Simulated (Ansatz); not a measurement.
**Cold compression of Fe (omega type)**

```xyz
3
Lattice="4.1745 0.0000 0.0000 -2.0872 3.6152 0.0000 0.0000 0.0000 2.3763" Properties=species:S:1:pos:R:3 pbc="T T T"
Fe    0.0000    0.0000    0.0000
Fe    0.0000    2.4101    1.1882
Fe    2.0872    1.2051    1.1882
```

The cell comes from a relaxation on PAW files under the same functional, begun from a prototype that needn't be the stable phase.

Its volume is scaled, and at each volume shape and atoms are relaxed on PAW files; all methods then take that cell.

Level of theory: DFT with PBE, scalar-relativistic, in Ansatz 0.2.0; a Γ-centred 9×9×12 k mesh, Fermi–Dirac smearing of 0.08 eV, spin-polarised from start moments Fe1 2.5, Fe2 2.5, Fe3 2.5 μB. LAPW: all electrons, basis error target 1 meV/atom; PAW: frozen-core files, cutoff 420 eV; crystal datasets: all electrons, by PAW datasets that the program makes for each cell; norm-conserving: pseudopotentials, cutoff 1225 eV; PAW (cutoff 250 eV): frozen-core files, cutoff 250 eV.

Energies are extrapolated to zero smearing and count from the unscaled cell; pressure is positive in compression; gaps take the mesh and a band path. No temperature or zero-point motion is included.

Other magnetic orders may lie lower.

```csv
V/V0,V (Å³/atom),P LAPW (GPa),ΔE LAPW (eV/atom),P PAW − LAPW (GPa),ΔE PAW − LAPW (meV/atom),moment (μB/cell),space group,shortest distance (Å)
1.00,11.95,-0.12,0.000,0.12,0.0,7.31,P6/mmm,2.376
0.84,10.04,19.52,0.008,-0.07,0.3,1.42,P6/mmm,2.221
0.76,9.08,54.5,0.224,-0.35,-1.3,1.06,P6/mmm,2.137
0.68,8.13,119.1,0.720,0.15,-2.5,0.00,P6/mmm,?
0.45,5.38,776.1,6.835,-0.76,-3.9,0.00,P6/mmm,1.802
```

**Question.** What belongs in the row "0.68", column "shortest distance (Å)"?

**Answer.** 2.060.

**Question.** From the table, what is the rise of the enthalpy H = E + pV up to the last row, and how stiff is the crystal between the last two rows?

**Answer.** ΔH = 6.835 eV + (776.1 GPa × 5.38 Å³ + 0.12 GPa × 11.95 Å³) × 0.006242 eV/(GPa·Å³) = 32.90 eV/atom, of which pV makes 79 %. The mean bulk modulus there is −ΔP/Δln V = 1590 GPa.

**Question.** At the smallest volume, how far do crystal datasets and norm-conserving and PAW (cutoff 250 eV) lie from LAPW in pressure?

**Answer.** crystal datasets: 0.00 GPa; norm-conserving: -8.69 GPa; PAW (cutoff 250 eV): +5.02 GPa, on a LAPW pressure of 776.1 GPa.

**Question.** How do the Löwdin populations by LAPW change from the unscaled cell to the last row?

**Answer.** Fe 3s 1.98 → 1.92, Fe 4s 0.97 → 0.74, Fe 3d 6.83 → 7.24 electrons an atom. These are projections on the shells that the free atoms fill; 0.65 e a cell lies outside them at the start and 0.34 e at the end.

**Question.** Where is the magnetism lost?

**Answer.** By V/V0 = 0.68 (119.1 GPa) the moment has died away, since the bands widen under compression.
